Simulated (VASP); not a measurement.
# TaC (Fm-3m) in VASP: notebook, part 2 of 2

VASP 6.6.1. The steps go on from the part before.

## 5. Relaxation of cell and atoms, PBEsol, target pressure 43.6 GPa, at which the enthalpy is minimised

This run uses another cell than the first one, of 10.99 Å³/atom, 1.038 times its volume.

INCAR reads:

```
  PREC = Accurate
  ENCUT = 600
  EDIFF = 1E-6
  ISMEAR = 1
  SIGMA = 0.1
  LREAL = False
  LASPH = True
  NELM = 80
  ALGO = Normal
  ISIF = 3
  LWAVE = False
  LCHARG = False
  GGA = PS
  IBRION = 2
  NSW = 90
  EDIFFG = -0.01
  PSTRESS = 436.0
```

KPOINTS reads:

```
regular mesh
0
Gamma
  14 14 14
```

POSCAR reads:

```
TaC
1.0
    0.0000000000      2.2230000000      2.2230000000
    2.2230000000      0.0000000000      2.2230000000
    2.2230000000      2.2230000000      0.0000000000
Ta C
1 1
Direct
    0.0000000000      0.0000000000      0.0000000000
    0.5000000000      0.5000000000      0.5000000000
```

Potentials or basis: VASP PAW PBE potentials, release 64 (Ta_pv, C).

Run with:

```console
$ cat potpaw_PBE.64/Ta_pv/POTCAR potpaw_PBE.64/C/POTCAR > POTCAR
$ mpirun -np 1 vasp_std > vasp.out
```

OUTCAR:

```text
PREC = Accurate
   ENCUT = 600
   EDIFF = 1E-6
   ISMEAR = 1
   LREAL = False
   LASPH = True
   NELM = 80
   ISIF = 3
   GGA = PS
   IBRION = 2
   NSW = 90
   EDIFFG = -0.01
   PSTRESS = 436.0

 ion  position               nearest neighbor table
   1  0.000  0.000  0.000-   2 2.22   2 2.22   2 2.22   2 2.22   2 2.22   2 2.22
   2  0.500  0.500  0.500-   1 2.22   1 2.22   1 2.22   1 2.22   1 2.22   1 2.22

  LATTYP: Found a face centered cubic cell.
 ALAT       =     4.4460000000

  Lattice vectors:

 A1 = (   0.0000000000,   2.2230000000,   2.2230000000)
 A2 = (   2.2230000000,   0.0000000000,   2.2230000000)
 A3 = (   2.2230000000,   2.2230000000,   0.0000000000)

Analysis of symmetry for initial positions (statically):
=====================================================================
 Subroutine PRICEL returns:
 Original cell was already a primitive cell.

 Routine SETGRP: Setting up the symmetry group for a
 face centered cubic supercell.

 Subroutine GETGRP returns: Found 48 space group operations
 (whereof 48 operations were pure point group operations)
 out of a pool of 48 trial point group operations.

The static configuration has the point symmetry O_h .

Analysis of symmetry for dynamics (positions and initial velocities):
=====================================================================
 Subroutine PRICEL returns:
 Original cell was already a primitive cell.

 Routine SETGRP: Setting up the symmetry group for a
 face centered cubic supercell.

 Subroutine GETGRP returns: Found 48 space group operations
 (whereof 48 operations were pure point group operations)
 out of a pool of 48 trial point group operations.

The dynamic configuration has the point symmetry O_h .

 Subroutine INISYM returns: Found 48 space group operations
 (whereof 48 operations are pure point group operations),
 and found     1 'primitive' translations

----------------------------------------------------------------------------------------

                                     Primitive cell

  volume of cell :      21.9709

  direct lattice vectors                    reciprocal lattice vectors
     0.000000000  2.223000000  2.223000000    -0.224921278  0.224921278  0.224921278
     2.223000000  0.000000000  2.223000000     0.224921278 -0.224921278  0.224921278
     2.223000000  2.223000000  0.000000000     0.224921278  0.224921278 -0.224921278

  length of vectors
     3.143796749  3.143796749  3.143796749     0.389575080  0.389575080  0.389575080

  position of ions in fractional coordinates (direct lattice)
     0.000000000  0.000000000  0.000000000
     0.500000000  0.500000000  0.500000000

  ion indices of the primitive-cell ions
   primitive index   ion index
                 1           1
                 2           2

----------------------------------------------------------------------------------------

 KPOINTS: regular mesh

Automatic generation of k-mesh.
 Grid dimensions read from file:
 generate k-points for:   14   14   14

 Generating k-lattice:

  Cartesian coordinates                     Fractional coordinates (reciprocal lattice)
[... 41 lines left out ...]
 [... further k-points ...]
   k-points           NKPTS =    104   k-points in BZ     NKDIM =    104   number of bands    NBANDS=     11
   number of dos      NEDOS =    301   number of ions     NIONS =      2
   total plane-waves  NPLWV =  21952
   dimension x,y,z NGX =    28 NGY =   28 NGZ =   28
   dimension x,y,z NGXF=    56 NGYF=   56 NGZF=   56
   ions per type =               1   1
   NGX,Y,Z   is equivalent  to a cutoff of  14.81, 14.81, 14.81 a.u.
   NGXF,Y,Z  is equivalent  to a cutoff of  29.61, 29.61, 29.61 a.u.
 SYSTEM =  unknown system
   PREC   = accura    normal or accurate (medium, high low for compatibility)
   ISTART =      0    job   : 0-new  1-cont  2-samecut
   ICHARG =      2    charge: 1-file 2-atom 10-const
   ISPIN  =      1    spin polarized calculation?
   LNONCOLLINEAR =      F non collinear calculations
   LSORBIT =      F    spin-orbit coupling
   LASPH  =      T    aspherical Exc in radial PAW
   ENCUT  =  600.0 eV  44.10 Ry    6.64 a.u.   6.28  6.28  6.28*2*pi/ulx,y,z
   NELM   =     80;   NELMIN=  2; NELMDL= -5     # of ELM steps
   EDIFF  = 0.1E-05   stopping-criterion for ELM
   LREAL  =      F    real-space projection
   EDIFFG = -.1E-01   stopping-criterion for IOM
   NSW    =     90    number of steps for IOM
   IBRION =      2    ionic relax: 0-MD 1-quasi-New 2-CG
   NFREE  =      1    steps in history (QN), initial steepest desc. (CG)
   ISIF   =      3    stress and relaxation
   ISYM   =      2    0-nonsym 1-usesym 2-fastsym
   POTIM  = 0.5000    time-step for ionic-motion
   TEBEG  =    0.0;   TEEND  =   0.0 temperature during run
   PSTRESS=  436.0 pullay stress
   NELECT =      15.0000    total number of electrons
   NUPDOWN=      -1.0000    fix difference up-down
   EMIN   =  10.00;   EMAX   =-10.00  energy-range for DOS
   EFERMI =   0.00;   METHOD = LEGACY
   ISMEAR =     1;   SIGMA  =   0.10  broadening in eV -4-tet -1-fermi 0-gaus
   EFERMI_NEDOS =   21; number of points for ismear=-14 and -15
   IALGO  =     38    algorithm
   IMIX   =      4    mixing-type and parameters
     AMIX     =   0.40;   BMIX     =  1.00
     AMIX_MAG =   1.60;   BMIX_MAG =  1.00
  volume/ion in A,a.u.               =      10.99        74.13
  Fermi-wavevector in a.u.,A,eV,Ry     =   1.441526  2.724089 28.272865  2.077997
  Thomas-Fermi vector in A             =   2.560148
   LORBIT       =      0    0 simple, 1 ext, 2 COOP (PROOUT), +10 PAW based schemes
   GGA     = PS    functional components
   LHFCALC =     F    Hartree Fock is set to
   AEXX    =    0.0000 exact exchange contribution
   IVDW    =     0    specifies the selected vdW correction
   LEPSILON=     F    determine dielectric tensor
   LRPA    =     F    only Hartree local field effects (RPA)
 conjugate gradient relaxation of ions
 non-spin polarized calculation
 Methfessel and Paxton  Order N= 1 SIGMA  =   0.10
  energy-cutoff  :      600.00
  volume of cell :       21.97
 maximum number of plane-waves:       754
 NGX is ok and might be reduce to    28
   NGX = 13   NGY = 13   NGZ = 13

--------------------------------------- Ionic step        1  -------------------------------------------

 number of electron      14.9999999 magnetization

 Free energy of the ion-electron system (eV)
  ---------------------------------------------------
  ext. energy  EPLUGINS =         0.00000000
  ---------------------------------------------------
  free energy    TOTEN  =       -23.51864069 eV

  energy without entropy =      -23.51836050  energy(sigma->0) =      -23.51854729

------------------------ aborting loop because EDIFF is reached ----------------------------------------

  FORCE on cell =-STRESS in cart. coord.  units (eV):
  Direction    XX          YY          ZZ          XY          YZ          ZX
  --------------------------------------------------------------------------------------
  -------------------------------------------------------------------------------------
  Total       -0.0931027     -0.0931027     -0.0931027      0.0000000     -0.0000000      0.0000000
  in kB       -6.7892910     -6.7892910     -6.7892910      0.0000000     -0.0000000      0.0000000
  external PRESSURE =    -442.7892910 kB  Pullay stress =     436.0000000 kB
[... 25 lines left out ...]
--------------------------------------- Ionic step        2  -------------------------------------------

 number of electron      15.0000000 magnetization

 E-fermi :  13.9038     XC(G=0): -16.0253

 val. band max:       13.8978442999   @ k =   0.5000   0.2143   0.0000
 cond. band min:      13.9163988113   @ k =  -0.2143   0.2143   0.0714
 fundamental gap:      0.0185545113
 Fermi energy:        13.9037511270

 k-point     1 :       0.0000    0.0000    0.0000
  band No.  band energies     occupation
      1     -19.6329      2.00000
      2     -19.6329      2.00000
      3     -19.6329      2.00000
      4      -3.9362      2.00000
      5      11.1259      2.00000
      6      11.1259      2.00000
      7      11.1259      2.00000
      8      13.1569      2.00000
      9      13.1569      2.00000
     10      13.1569      2.00000
     11      15.0378     -0.00000
[... 435 lines left out ...]
--------------------------------------- Ionic step        5  -------------------------------------------

 number of electron      14.9999999 magnetization

 Free energy of the ion-electron system (eV)
  ---------------------------------------------------
  ext. energy  EPLUGINS =         0.00000000
  ---------------------------------------------------
  free energy    TOTEN  =       -23.25331356 eV

  energy without entropy =      -23.25344933  energy(sigma->0) =      -23.25335882

 E-fermi :   9.4950     XC(G=0): -13.9126

 val. band max:        9.4431618130   @ k =   0.5000   0.2143   0.0000
 cond. band min:       9.5130773941   @ k =   0.1429   0.0714   0.0000
 fundamental gap:      0.0699155811
 Fermi energy:         9.4949970102

 k-point     1 :       0.0000    0.0000    0.0000
  band No.  band energies     occupation
      1     -25.2518      2.00000
      2     -25.2518      2.00000
      3     -25.2518      2.00000
      4      -6.1722      2.00000
      5       7.8145      2.00000
      6       7.8145      2.00000
      7       7.8145      2.00000
      8       8.8801      2.00000
      9       8.8801      2.00000
     10       8.8801      2.00000
     11      10.1640     -0.00000
[... 355 lines left out ...]
  energy  without entropy=      -23.2534493291  energy(sigma->0) =      -23.25335882

  enthalpy is  TOTEN    =       -17.8660598372 eV   P V=        5.3872537255

 reached required accuracy - stopping structural energy minimisation
```

OSZICAR:

```text
N       E                     dE             d eps       ncg     rms          rms(c)
DAV:   1     0.846589253098E+02    0.84659E+02   -0.89958E+03  2288   0.149E+03
DAV:   2    -0.229406176599E+02   -0.10760E+03   -0.10336E+03  2665   0.340E+02
DAV:   3    -0.267075465492E+02   -0.37669E+01   -0.36866E+01  2884   0.545E+01
[... 42 lines left out ...]
DAV:   2    -0.232536792952E+02    0.13473E-02   -0.19154E-03  2351   0.609E-01    0.209E-01
DAV:   3    -0.232533203560E+02    0.35894E-03   -0.71466E-04  2435   0.333E-01    0.236E-02
DAV:   4    -0.232533107641E+02    0.95918E-05   -0.36522E-05  2686   0.743E-02    0.226E-02
DAV:   5    -0.232533134935E+02   -0.27294E-05   -0.35189E-06  2546   0.194E-02    0.251E-03
DAV:   6    -0.232533135628E+02   -0.69250E-07   -0.10219E-07  1171   0.398E-03
   5 F= -.17866060E+02 E0= -.17866105E+02  d E =-.326360E+00
```

CONTCAR:

```text
TaC
   1.00000000000000
    -0.0000000000000000    2.1471077649122599    2.1471077649122599
     2.1471077649122599   -0.0000000000000000    2.1471077649122599
     2.1471077649122599    2.1471077649122599    0.0000000000000000
  Ta              C
     1     1
Direct
     0.0000000000000000    0.0000000000000000    0.0000000000000000
     0.5000000000000000    0.5000000000000000    0.5000000000000000

  0.00000000E+00  0.00000000E+00  0.00000000E+00
  0.00000000E+00  0.00000000E+00  0.00000000E+00
```

It took 48 s on 1 thread of Intel Xeon 6975P-C (Granite Rapids), shared host; peak memory 0.2 GiB.

Results:

```
Free energy                                            : -23.2533 eV
Relaxed volume                                         : 9.90 Å³/atom
Relaxed cell                                           : a = 3.036 Å, b = 3.036 Å, c = 3.036 Å, α = 60.00°, β = 60.00°, γ = 60.00°
Space group after relaxing (to 0.05 Å)                 : Fm-3m (No. 225)
Energy change on relaxing (the enthalpy is what falls) : +132.7 meV/atom
Ionic steps                                            : 5
Pressure after relaxing                                : 43.6 GPa
Band gap on the k mesh                                 : none (metal or under the smearing width)
```

The path:
```
step  energy change (eV)  largest force (eV/Å)  pressure (GPa)  volume (Å³)
   1              0.0000                0.0000           -0.68        21.97
   2              7.4555                0.0000          432.62        13.66
   3              0.1837                0.0000           35.28        20.13
   4              0.2365                0.0000           40.80        19.91
   5              0.2653                0.0000           43.62        19.80
```

Final structure:
```cif
data_structure
_symmetry_space_group_name_H-M 'P 1'
_symmetry_Int_Tables_number 1
_cell_length_a 3.0365
_cell_length_b 3.0365
_cell_length_c 3.0365
_cell_angle_alpha 60.000
_cell_angle_beta 60.000
_cell_angle_gamma 60.000
_cell_volume 19.80
loop_
_atom_site_label
_atom_site_type_symbol
_atom_site_fract_x
_atom_site_fract_y
_atom_site_fract_z
_atom_site_occupancy
Ta1 Ta 0.00000 0.00000 0.00000 1
C1 C 0.50000 0.50000 0.50000 1
```

Caveat: the cell is relaxed towards a set pressure, so the enthalpy falls and the energy may rise; the PAW data sets were made with another functional, which shifts forces and pressure a little.

## 6. Relaxation of cell and atoms, PBEsol, target pressure 43.6 GPa, at which the enthalpy is minimised

This run uses another cell than the first one, of 9.90 Å³/atom, 0.936 times its volume.

INCAR, as its differences from that of step 5:

```diff
@@ -2,3 +2,3 @@
   ENCUT = 600
-  EDIFF = 1E-6
+  EDIFF = 1E-7
   ISMEAR = 1
@@ -15,3 +15,3 @@
   NSW = 90
-  EDIFFG = -0.01
+  EDIFFG = -0.005
   PSTRESS = 436.0
```

KPOINTS is that of step 5.

POSCAR reads:

```
TaC                                     
1.0
   -0.0000000000      2.1471077649      2.1471077649
    2.1471077649     -0.0000000000      2.1471077649
    2.1471077649      2.1471077649      0.0000000000
  Ta              C             
     1     1
Direct
     0.0000000000000000    0.0000000000000000    0.0000000000000000
     0.5000000000000000    0.5000000000000000    0.5000000000000000
```

Potentials or basis: VASP PAW PBE potentials, release 64 (Ta_pv, C).

Run with:

```console
$ cat potpaw_PBE.64/Ta_pv/POTCAR potpaw_PBE.64/C/POTCAR > POTCAR
$ mpirun -np 1 vasp_std > vasp.out
```

It took 8.2 s on 1 thread of Intel Xeon 6975P-C (Granite Rapids), shared host; peak memory 0.16 GiB.

It converged, with:

```
Free energy             : -23.2507 eV
Pressure after relaxing : 43.7 GPa
Band gap on the k mesh  : none (metal or under the smearing width)
```

Final structure:
```
Ta C
1.0
     0.00000    2.14711    2.14711
     2.14711    0.00000    2.14711
     2.14711    2.14711    0.00000
Ta C
1 1
Direct
  0.00000 0.00000 0.00000
  0.50000 0.50000 0.50000
```

Levels at points of the mesh, in eV from the Fermi level:
```csv
k point,band 5,band 6,band 7,band 8,band 9,band 10,band 11
"(0.00, 0.00, 0.00)",-1.68,-1.68,-1.68,-0.61,-0.61,-0.61,0.67
"(0.50, 0.00, 0.00)",-9.64,-6.22,-6.22,3.11,3.11,4.25,5.68
"(0.50, 0.50, 0.00)",-5.37,-4.69,-1.83,-1.83,2.99,4.75,4.75
```

Caveat: the relaxation stopped at its first step, so nothing moved; the cell is relaxed towards a set pressure, so the enthalpy falls and the energy may rise; the PAW data sets were made with another functional, which shifts forces and pressure a little. Spin-orbit coupling is left out, which matters for the levels of Ta.

## 7. Summary

| level | cell | target pressure | gap on the mesh (eV) | pressure (GPa) |
| --- | --- | --- | --- | --- |
| r2SCAN | relaxed to 19.7 GPa | 19.7 GPa | none | 19.6 |
| PBE+D3(BJ) | relaxed | - | none | 0.0 |
| PBEsol | relaxed to 43.6 GPa | 43.6 GPa | none | 43.7 |

Alike in all rows: task relaxation of cell and atoms; potentials or basis VASP PAW PBE potentials, release 64 (Ta_pv, C); no spin polarisation; k mesh 14 × 14 × 14; cutoff (eV) 600; smearing methfessel-paxton 0.1 eV.

Caveats: the relaxation stopped at its first step, so nothing moved; the cell is relaxed towards a set pressure, so the enthalpy falls and the energy may rise (some runs); the PAW data sets were made with another functional, which shifts forces and pressure a little (some runs); pairwise dispersion overbinds metals, which lowers pressure and volume (some runs).

Total energies depend on the potentials used, so only differences within one code and one set of settings carry meaning.
